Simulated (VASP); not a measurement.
Set up this calculation in VASP 6.6.1, as the native input.

- Task: single point
- Functional: PBE
- Potentials or basis: VASP PAW PBE potentials, release 64 (Fe)
- Cutoff: 520 eV
- k mesh: 13 × 13 × 13
- Occupations: gaussian, width 0.028 eV
- Spin: collinear spin, ferromagnetic start
- Starting moments: [3.0] μB
- Further INCAR settings: ALGO = Normal; EDIFF = 1e-06

The structure of Fe lies in POSCAR:

```
Fe
1.0
   -1.4430000000      1.4430000000      1.4430000000
    1.4430000000     -1.4430000000      1.4430000000
    1.4430000000      1.4430000000     -1.4430000000
Fe
1
Direct
    0.0000000000      0.0000000000      0.0000000000
```

These files were run (other wordings do the same):

INCAR

```
PREC = Accurate ; ENCUT = 520
EDIFF = 1E-6 ; ISMEAR = 0
SIGMA = 0.028000000000000004 ; LREAL = F
LASPH = T ; NELM = 150
ALGO = Normal ; ISIF = 2
LWAVE = F ; LCHARG = T
ISPIN = 2 ; MAGMOM = 3
LORBIT = 11 ; LMAXMIX = 4
GGA = PE ; LELF = T
LVHAR = T
```

KPOINTS

```
Automatic mesh
0
Gamma
  13 13 13
```

Potentials or basis: VASP PAW PBE potentials, release 64 (Fe).

Launch:

```console
$ cat potpaw_PBE.64/Fe/POTCAR > POTCAR
$ mpirun -np 1 vasp_std > vasp.out
```

It gave:

| Property | Result |
| --- | --- |
| Pressure | -9.3 GPa |
| Band gap on the k mesh | none (metal or under the smearing width) |
| Net moment | 2.28 μB per cell |
| Site moments | Fe +2.29 μB |
| Valence electrons inside the program's atomic spheres | Fe 7.16 |

It took 15 s on 1 thread of Intel(R) Xeon(R) 6975P-C (Granite Rapids) (shared host), peak memory 0.13 GiB.
